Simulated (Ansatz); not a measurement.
# Ga2O3 (C2/m): a vacancy on Ga

One table from this session's results is given with a row withheld; the runs are named, their logs left out.

Method: DFT PBE, scalar-relativistic, plane waves, PAW, in Ansatz 0.2.0.

3 further runs of the same task are left out: 3 set aside as unsound or not needed.

## The system as given

The cell holds 39 atoms (Ga15O24): a = 7.639 Å, b = 7.757 Å, c = 8.519 Å, α = 72.52°, β = 75.43°, γ = 67.19°.

The coordinates of this cell stand in the input of its own run.

The host was relaxed before at PBE: a = 12.454 Å, b = 3.083 Å, c = 5.878 Å, α = 90.00°, β = 103.70°, γ = 90.00° (conventional cell), 10.964 Å³/atom.

Places, in fractions of the supercell: a vacancy on Ga at (0.651, 0.666, 0.663). Its neighbours start displaced at random by about 0.03 Å.

Set-up of the first run:

Contents of input.yaml:

```yaml
crystal:
  lattice:
    - [6.2270640114, -1.5416333702, 0.0062293263]
    - [6.2270640114, 1.5416333702, 0.0062293263]
    - [-1.3979711485, 0.0, 5.7089228515]
  atoms:
    - { symbol: Ga, position: [0.3414968573, 0.3414968573, 0.6858235543] }
    - { symbol: Ga, position: [0.6585031427, 0.6585031427, 0.3141764457] }
    - { symbol: Ga, position: [0.9100739588, 0.9100739588, 0.205272259] }
    - { symbol: Ga, position: [0.0899260412, 0.0899260412, 0.794727741] }
    - { symbol: O, position: [0.5039749256, 0.5039749256, 0.743311173] }
    - { symbol: O, position: [0.4960250744, 0.4960250744, 0.256688827] }
    - { symbol: O, position: [0.8263039782, 0.8263039782, 0.4356635088] }
    - { symbol: O, position: [0.1736960218, 0.1736960218, 0.5643364912] }
    - { symbol: O, position: [0.1635085074, 0.1635085074, 0.1092008536] }
    - { symbol: O, position: [0.8364914926, 0.8364914926, 0.8907991464] }
basis:
  ecutwfc: 420
  xc_grid: 2
kpoints:
  mp_grid: { grid: [8, 8, 4] }
  band_path: { path: [VBM, CBM], npoints: 2 }
hamiltonian:
  xc: pbe
scf:
  occupations: { method: gaussian, width: 0.02 }
output:
  forces: true
  stress: true
  eigenvalues: true
```

The run is started by

```console
$ ansatz run input.yaml --threads 8 --pin off --max-ram 16384MiB --backend cpu --events-out ev --progress --plain --runs-dir out
```

Among the steps run: Band edges of the host over the zone; Dielectric tensors of the host, without U; The perfect crystal in the supercell of 40 atoms; Charge 0, atoms relaxed; More of the same log: V_Ga, charge +0, atoms relaxed at the host's cell; Charge -1, atoms relaxed; More of the same log: V_Ga, charge -1, atoms relaxed at the host's cell; Charge -3, atoms relaxed.

One of the session's tables, all rows but one given; the rest of the session is left out.

| state | cell moment (μB) |
| --- | --- |
| ideal sites | 0.00 |
| charge 0 | ? |
| charge -1 | 2.00 |
| charge -3 | 0.00 |

**Question.** Estimate the row for charge 0.

As computed: cell moment (μB): 3.00. In the column «cell moment (μB)» it is the highest.

To keep in mind: The program doubts the potential alignment. Warnings in the runs' records: seeded moment not kept, field response mesh resolution.
